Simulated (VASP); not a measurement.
# Sb (Fm-3m) in VASP: further runs

Runs on Sb. Level: r2SCAN. Tasks: single point.

All numbers are computed with VASP 6.6.1; they aren't measurements. Logs are shortened: lines on timing, memory, paths and dates and some standing lists are left out, and cuts for length are marked.

## (1) Starting point

It takes space group Fm-3m (No. 225, cubic). The conventional cell has a = 4.742 Å, b = 4.742 Å, c = 4.742 Å, α = 90.00°, β = 90.00°, γ = 90.00°. Sb (site symmetry m-3m) has 12 Sb at 3.35 Å as nearest neighbours.

This isn't the form of Sb at room conditions, which is rhombohedral.

## (2) Single point, r2SCAN

Contents of INCAR:

```
PREC = Low
ENCUT = 450
EDIFF = 1E-6
ISMEAR = 1
SIGMA = 0.1
LREAL = F
LASPH = T
NELM = 100
ALGO = Normal
ISIF = 2
LWAVE = F
LCHARG = F
METAGGA = R2SCAN
LMIXTAU = T
NBANDS = 8
ADDGRID = F
```

Contents of KPOINTS:

```
Automatic mesh
0
Gamma
  7 7 7
```

Contents of POSCAR:

```
Sb
1.0
    0.0000000000      2.3712425216      2.3712425216
    2.3712425216      0.0000000000      2.3712425216
    2.3712425216      2.3712425216      0.0000000000
Sb
1
Direct
    0.0000000000      0.0000000000      0.0000000000
```

Potentials or basis: VASP PAW PBE potentials, release 64 (Sb).

Launch:

```console
cat potpaw_PBE.64/Sb/POTCAR > POTCAR
mpirun -np 1 vasp_std > vasp.out
```

OUTCAR:

```text
PREC = Low
   ENCUT = 450
   EDIFF = 1E-6
   ISMEAR = 1
   LREAL = F
   LASPH = T
   NELM = 100
   ISIF = 2
   METAGGA = R2SCAN

 Found     20 irreducible k-points:

 Following reciprocal coordinates:
            Coordinates               Weight
  0.000000  0.000000  0.000000      1.000000
  0.142857  0.000000  0.000000      8.000000
  0.285714  0.000000  0.000000      8.000000
  0.428571  0.000000  0.000000      8.000000
  0.142857  0.142857  0.000000      6.000000
  0.285714  0.142857  0.000000     24.000000
   k-points           NKPTS =     20   k-points in BZ     NKDIM =     20   number of bands    NBANDS=      8
   number of dos      NEDOS =    301   number of ions     NIONS =      1
   total plane-waves  NPLWV =   5832
   dimension x,y,z NGX =    18 NGY =   18 NGZ =   18
   dimension x,y,z NGXF=    18 NGYF=   18 NGZF=   18
   ions per type =               1
   NGX,Y,Z   is equivalent  to a cutoff of   8.92,  8.92,  8.92 a.u.
   NGXF,Y,Z  is equivalent  to a cutoff of   8.92,  8.92,  8.92 a.u.
 SYSTEM =  unknown system
   PREC   = low       normal or accurate (medium, high low for compatibility)
   ISTART =      0    job   : 0-new  1-cont  2-samecut
   ICHARG =      2    charge: 1-file 2-atom 10-const
   ISPIN  =      1    spin polarized calculation?
   LNONCOLLINEAR =      F non collinear calculations
   LSORBIT =      F    spin-orbit coupling
   LASPH  =      T    aspherical Exc in radial PAW
   ENCUT  =  450.0 eV  33.07 Ry    5.75 a.u.   5.80  5.80  5.80*2*pi/ulx,y,z
   NELM   =    100;   NELMIN=  2; NELMDL= -5     # of ELM steps
   EDIFF  = 0.1E-05   stopping-criterion for ELM
   LREAL  =      F    real-space projection
   EDIFFG = 0.1E-04   stopping-criterion for IOM
   NSW    =      0    number of steps for IOM
   IBRION =     -1    ionic relax: 0-MD 1-quasi-New 2-CG
   NFREE  =      0    steps in history (QN), initial steepest desc. (CG)
   ISIF   =      2    stress and relaxation
   ISYM   =      2    0-nonsym 1-usesym 2-fastsym
   POTIM  = 0.5000    time-step for ionic-motion
   TEBEG  =    0.0;   TEEND  =   0.0 temperature during run
   PSTRESS=    0.0 pullay stress
   NELECT =       5.0000    total number of electrons
   NUPDOWN=      -1.0000    fix difference up-down
   EMIN   =  10.00;   EMAX   =-10.00  energy-range for DOS
   EFERMI =   0.00;   METHOD = LEGACY
   ISMEAR =     1;   SIGMA  =   0.10  broadening in eV -4-tet -1-fermi 0-gaus
   EFERMI_NEDOS =   21; number of points for ismear=-14 and -15
   IALGO  =     38    algorithm
   IMIX   =      4    mixing-type and parameters
     AMIX     =   0.40;   BMIX     =  1.00
     AMIX_MAG =   1.60;   BMIX_MAG =  1.00
  volume/ion in A,a.u.               =      26.67       179.95
  Fermi-wavevector in a.u.,A,eV,Ry     =   0.937013  1.770697 11.945820  0.877993
  Thomas-Fermi vector in A             =   2.064081
   LORBIT       =      0    0 simple, 1 ext, 2 COOP (PROOUT), +10 PAW based schemes
   METAGGA = R2SCAN    functional components
   LHFCALC =     F    Hartree Fock is set to
   AEXX    =    0.0000 exact exchange contribution
   IVDW    =     0    specifies the selected vdW correction
   LEPSILON=     F    determine dielectric tensor
   LRPA    =     F    only Hartree local field effects (RPA)
 non-spin polarized calculation
 Methfessel and Paxton  Order N= 1 SIGMA  =   0.10
  energy-cutoff  :      450.00
  volume of cell :       26.67
 maximum number of plane-waves:       592
   NGX = 11   NGY = 11   NGZ = 11

 number of electron       5.0000127 magnetization

 Free energy of the ion-electron system (eV)
  ---------------------------------------------------
  ext. energy  EPLUGINS =         0.00000000
  ---------------------------------------------------
  free energy    TOTEN  =       -25.21054319 eV

  energy without entropy =      -25.20586021  energy(sigma->0) =      -25.20898219

 E-fermi :   8.3371     XC(G=0): -10.8873

 val. band max:        8.3360471742   @ k =   0.4286   0.2857   0.0000
 cond. band min:       8.3562472327   @ k =   0.2857   0.1429   0.0000
 fundamental gap:      0.0202000585
 Fermi energy:         8.3370917634

 k-point     1 :       0.0000    0.0000    0.0000
  band No.  band energies     occupation
      1      -5.0763      2.00000
      2      14.2985      0.00000
      3      14.2985      0.00000
      4      14.2985      0.00000
      5      19.0341      0.00000
      6      19.0341      0.00000
      7      19.0342      0.00000
      8      19.6145      0.00000

 k-point     2 :       0.1429    0.0000    0.0000
  band No.  band energies     occupation
      1      -4.6444      2.00000
      2      11.1819      0.00000
      3      13.7882      0.00000
      4      13.7882      0.00000
      5      17.8571      0.00000
      6      19.7904      0.00000
      7      19.7905      0.00000
      8      21.8870      0.00000

 k-point     3 :       0.2857    0.0000    0.0000
  band No.  band energies     occupation
      1      -3.3744      2.00000
      2       6.7017      2.00000
      3      12.9892      0.00000
      4      12.9892      0.00000
      5      17.3926      0.00000
      6      19.1958      0.00000
      7      19.1959      0.00000
      8      20.6890      0.00000

 k-point     4 :       0.4286    0.0000    0.0000
  band No.  band energies     occupation
      1      -1.5202      2.00000
      2       3.1134      2.00000
      3      12.5139      0.00000
      4      12.5140      0.00000
      5      17.3856      0.00000
      6      18.2851      0.00000
      7      18.2852      0.00000
      8      19.3121      0.00000

 k-point     5 :       0.1429    0.1429    0.0000
  band No.  band energies     occupation
      1      -4.4998      2.00000
      2      12.3837      0.00000
      3      12.5283      0.00000
      4      12.5283      0.00000
      5      16.4160      0.00000
      6      18.9798      0.00000
      7      21.3105      0.00000
      8      21.3105      0.00000

 k-point     6 :       0.2857    0.1429    0.0000
  band No.  band energies     occupation
      1      -3.5047      2.00000
      2       8.3562      0.68229
      3      11.5543      0.00000
      4      11.9364      0.00000
      5      16.3467      0.00000
      6      18.0638      0.00000
      7      21.3851      0.00000
      8      21.6980      0.00000

 [... further k-points ...]

------------------------ aborting loop because EDIFF is reached ----------------------------------------

  FORCE on cell =-STRESS in cart. coord.  units (eV):
  Direction    XX          YY          ZZ          XY          YZ          ZX
  --------------------------------------------------------------------------------------
  -------------------------------------------------------------------------------------
  Total       -0.0155127     -0.0155127     -0.0155127     -0.0000000      0.0000000      0.0000000
  in kB       -0.9320509     -0.9320509     -0.9320509     -0.0000000      0.0000000      0.0000000
  external PRESSURE =      -0.9320509 kB  Pullay stress =       0.0000000 kB

 VOLUME and BASIS-vectors are now :
 -----------------------------------------------------------------------------
  energy-cutoff  :      450.00
  volume of cell :       26.67
      direct lattice vectors                 reciprocal lattice vectors
     0.000000000  2.371242522  2.371242522    -0.210859916  0.210859916  0.210859916
     2.371242522  0.000000000  2.371242522     0.210859916 -0.210859916  0.210859916
     2.371242522  2.371242522  0.000000000     0.210859916  0.210859916 -0.210859916

 POSITION                                       TOTAL-FORCE (eV/Angst)
 -----------------------------------------------------------------------------------
      0.00000      0.00000      0.00000        -0.000000     -0.000000      0.000000
 -----------------------------------------------------------------------------------
    total drift:                               -0.000000     -0.000000     -0.000000

  FREE ENERGIE OF THE ION-ELECTRON SYSTEM (eV)
  ---------------------------------------------------
  free  energy   TOTEN  =       -25.2105431865 eV

  energy  without entropy=      -25.2058602090  energy(sigma->0) =      -25.20898219
```

OSZICAR:

```text
N       E                     dE             d eps       ncg     rms          rms(c)
DAV:   1    -0.168158830994E+02   -0.16816E+02   -0.18040E+03   328   0.383E+02
DAV:   2    -0.257395003051E+02   -0.89236E+01   -0.87405E+01   448   0.529E+01
DAV:   3    -0.258292555024E+02   -0.89755E-01   -0.89406E-01   392   0.610E+00
DAV:   4    -0.258295456101E+02   -0.29011E-03   -0.29010E-03   464   0.412E-01
DAV:   5    -0.258295462364E+02   -0.62634E-06   -0.62663E-06   432   0.115E-02    0.147E+00
DAV:   6    -0.250862998178E+02    0.74325E+00   -0.10450E-01   344   0.255E+00    0.922E-01
DAV:   7    -0.252689218557E+02   -0.18262E+00   -0.94361E-02   328   0.227E+00    0.162E-01
DAV:   8    -0.252101925274E+02    0.58729E-01   -0.44525E-02   344   0.150E+00    0.839E-02
DAV:   9    -0.252093989373E+02    0.79359E-03   -0.46438E-04   408   0.175E-01    0.118E-01
DAV:  10    -0.252095252998E+02   -0.12636E-03   -0.75682E-04   344   0.208E-01    0.486E-02
DAV:  11    -0.252104825677E+02   -0.95727E-03   -0.70079E-04   384   0.225E-01    0.252E-02
DAV:  12    -0.252104993873E+02   -0.16820E-04   -0.14540E-05   408   0.330E-02    0.247E-02
DAV:  13    -0.252104726849E+02    0.26702E-04   -0.30534E-06   408   0.156E-02    0.289E-02
DAV:  14    -0.252105413657E+02   -0.68681E-04   -0.70729E-05   328   0.731E-02    0.196E-03
DAV:  15    -0.252105424754E+02   -0.11097E-05   -0.24747E-06   456   0.144E-02    0.325E-03
DAV:  16    -0.252105431865E+02   -0.71111E-06   -0.11388E-07   184   0.264E-03
   1 F= -.25210543E+02 E0= -.25208982E+02  d E =-.468298E-02
```

stdout:

```text
POSCAR found type information on POSCAR Sb
 POSCAR found :  1 types and       1 ions
 scaLAPACK will be used
 -----------------------------------------------------------------------------
|                                                                             |
|                                                                             |
|     You enforced a specific xc type in the INCAR file but a different       |
|     I HOPE YOU KNOW WHAT YOU ARE DOING!                                     |
|                                                                             |
 -----------------------------------------------------------------------------

 LDA part: xc-table for (None), standard interpolation
 POSCAR, INCAR and KPOINTS ok, starting setup
 FFT: planning ... GRIDC
 FFT: planning ... GRID_SOFT
 FFT: planning ... GRID
 WAVECAR not read
 entering main loop
```

It took 5.9 s on 1 thread of Intel Xeon 6975P-C (Granite Rapids), shared host; peak memory 0.1 GiB.

These settings aren't checked as converged: the numbers below hold their error.

What came out:

| Item | Value |
| --- | --- |
| Free energy | -25.2105 eV |
| Pressure | -0.1 GPa |
| Band gap on the k mesh | none (metal or under the smearing width) |

Caveat: the PAW data sets were made with another functional, which shifts forces and pressure a little.

## (3) Single point, r2SCAN

INCAR, as its differences from that of step 2:

```diff
@@ -1,2 +1,2 @@
-PREC = Low
+PREC = Normal
 ENCUT = 450
```

KPOINTS is that of step 2.

POSCAR is that of step 2.

Potentials or basis: VASP PAW PBE potentials, release 64 (Sb).

Launch:

```console
cat potpaw_PBE.64/Sb/POTCAR > POTCAR
mpirun -np 1 vasp_std > vasp.out
```

Wall time 6.4 s (1 thread of Intel Xeon 6975P-C (Granite Rapids), shared host); peak memory 0.12 GiB.

The run converged, but some of its settings lie outside the range that counts as converged, so its numbers aren't taken as properties of the crystal.

What came out:

```yaml
Free_energy: -25.2104 eV
Pressure: -0.1 GPa
Band_gap_on_the_k_mesh: none (metal or under the smearing width)
```

Caveat: the PAW data sets were made with another functional, which shifts forces and pressure a little.

## (4) Single point, r2SCAN

INCAR, as its differences from that of step 3:

```diff
@@ -1,2 +1,2 @@
-PREC = Normal
+PREC = Accurate
 ENCUT = 450
@@ -5,3 +5,3 @@
 SIGMA = 0.1
-LREAL = F
+LREAL = Auto
 LASPH = T
```

KPOINTS is that of step 3.

POSCAR is that of step 3.

Launch:

```console
cat potpaw_PBE.64/Sb/POTCAR > POTCAR
mpirun -np 1 vasp_std > vasp.out
```

It took 8.2 s on 1 thread of Intel Xeon 6975P-C (Granite Rapids), shared host; peak memory 0.14 GiB.

These settings aren't checked as converged: the numbers below hold their error.

What came out:

| Property | Result |
| --- | --- |
| Free energy | -25.2113 eV |
| Pressure | 0.0 GPa |
| Band gap on the k mesh | none (metal or under the smearing width) |

Caveat: the PAW data sets were made with another functional, which shifts forces and pressure a little.

## (5) Single point, r2SCAN

INCAR, as its differences from that of step 4:

```diff
@@ -2,6 +2,6 @@
 ENCUT = 450
-EDIFF = 1E-6
+EDIFF = 0.01
 ISMEAR = 1
 SIGMA = 0.1
-LREAL = Auto
+LREAL = F
 LASPH = T
```

KPOINTS is that of step 4.

POSCAR is that of step 4.

Potentials or basis: VASP PAW PBE potentials, release 64 (Sb).

Launch:

```console
cat potpaw_PBE.64/Sb/POTCAR > POTCAR
mpirun -np 1 vasp_std > vasp.out
```

OUTCAR:

```text
PREC = Accurate
   ENCUT = 450
   EDIFF = 0.01
   ISMEAR = 1
   LREAL = F
   LASPH = T
   NELM = 100
   ISIF = 2
   METAGGA = R2SCAN

 Found     20 irreducible k-points:

 Following reciprocal coordinates:
            Coordinates               Weight
  0.000000  0.000000  0.000000      1.000000
  0.142857  0.000000  0.000000      8.000000
  0.285714  0.000000  0.000000      8.000000
  0.428571  0.000000  0.000000      8.000000
  0.142857  0.142857  0.000000      6.000000
  0.285714  0.142857  0.000000     24.000000
   k-points           NKPTS =     20   k-points in BZ     NKDIM =     20   number of bands    NBANDS=      8
   number of dos      NEDOS =    301   number of ions     NIONS =      1
   total plane-waves  NPLWV =  13824
   dimension x,y,z NGX =    24 NGY =   24 NGZ =   24
   dimension x,y,z NGXF=    48 NGYF=   48 NGZF=   48
   ions per type =               1
   NGX,Y,Z   is equivalent  to a cutoff of  11.90, 11.90, 11.90 a.u.
   NGXF,Y,Z  is equivalent  to a cutoff of  23.80, 23.80, 23.80 a.u.
 SYSTEM =  unknown system
   PREC   = accura    normal or accurate (medium, high low for compatibility)
   ISTART =      0    job   : 0-new  1-cont  2-samecut
   ICHARG =      2    charge: 1-file 2-atom 10-const
   ISPIN  =      1    spin polarized calculation?
   LNONCOLLINEAR =      F non collinear calculations
   LSORBIT =      F    spin-orbit coupling
   LASPH  =      T    aspherical Exc in radial PAW
[... 59 lines left out ...]
  band No.  band energies     occupation
      1      -5.0560      2.00000
      2      14.3178      0.00000
      3      14.3178      0.00000
      4      14.3178      0.00000
      5      19.0529      0.00000
      6      19.0529      0.00000
      7      19.0529      0.00000
      8      19.6087      0.00000
[... 45 lines left out ...]
 k-point     6 :       0.2857    0.1429    0.0000
  band No.  band energies     occupation
      1      -3.4847      2.00000
      2       8.3725      0.64531
      3      11.5708      0.00000
      4      11.9522      0.00000
      5      16.3546      0.00000
      6      18.0740      0.00000
      7      21.4042      0.00000
      8      21.7215      0.00000

 [... further k-points ...]

------------------------ aborting loop because EDIFF is reached ----------------------------------------

  FORCE on cell =-STRESS in cart. coord.  units (eV):
  Direction    XX          YY          ZZ          XY          YZ          ZX
  --------------------------------------------------------------------------------------
  -------------------------------------------------------------------------------------
  Total       -0.2194154     -0.2194154     -0.2194154     -0.0000000      0.0000000     -0.0000000
  in kB      -13.1831669    -13.1831669    -13.1831669     -0.0000000      0.0000000     -0.0000000
  external PRESSURE =     -13.1831669 kB  Pullay stress =       0.0000000 kB

 VOLUME and BASIS-vectors are now :
 -----------------------------------------------------------------------------
  energy-cutoff  :      450.00
  volume of cell :       26.67
      direct lattice vectors                 reciprocal lattice vectors
     0.000000000  2.371242522  2.371242522    -0.210859916  0.210859916  0.210859916
     2.371242522  0.000000000  2.371242522     0.210859916 -0.210859916  0.210859916
     2.371242522  2.371242522  0.000000000     0.210859916  0.210859916 -0.210859916

 POSITION                                       TOTAL-FORCE (eV/Angst)
 -----------------------------------------------------------------------------------
      0.00000      0.00000      0.00000        -0.000000     -0.000000     -0.000000
 -----------------------------------------------------------------------------------
    total drift:                                0.000000      0.000000     -0.000000

  FREE ENERGIE OF THE ION-ELECTRON SYSTEM (eV)
  ---------------------------------------------------
  free  energy   TOTEN  =       -25.2093109249 eV

  energy  without entropy=      -25.2047096260  energy(sigma->0) =      -25.20777716
```

stdout:

```text
POSCAR found type information on POSCAR Sb
 POSCAR found :  1 types and       1 ions
 scaLAPACK will be used
 -----------------------------------------------------------------------------
|                                                                             |
|                                                                             |
|     You enforced a specific xc type in the INCAR file but a different       |
|     I HOPE YOU KNOW WHAT YOU ARE DOING!                                     |
|                                                                             |
 -----------------------------------------------------------------------------

 LDA part: xc-table for (None), standard interpolation
 POSCAR, INCAR and KPOINTS ok, starting setup
 FFT: planning ... GRIDC
 FFT: planning ... GRID_SOFT
 FFT: planning ... GRID
 WAVECAR not read
 entering main loop
```

It took 4.3 s on 1 thread of Intel Xeon 6975P-C (Granite Rapids), shared host; peak memory 0.14 GiB.

The run converged, but some of its settings lie outside the range that counts as converged, so its numbers aren't taken as properties of the crystal.

Results:

```
Free energy            : -25.2093 eV
Pressure               : -1.3 GPa
Band gap on the k mesh : none (metal or under the smearing width)
```

Caveat: the PAW data sets were made with another functional, which shifts forces and pressure a little.
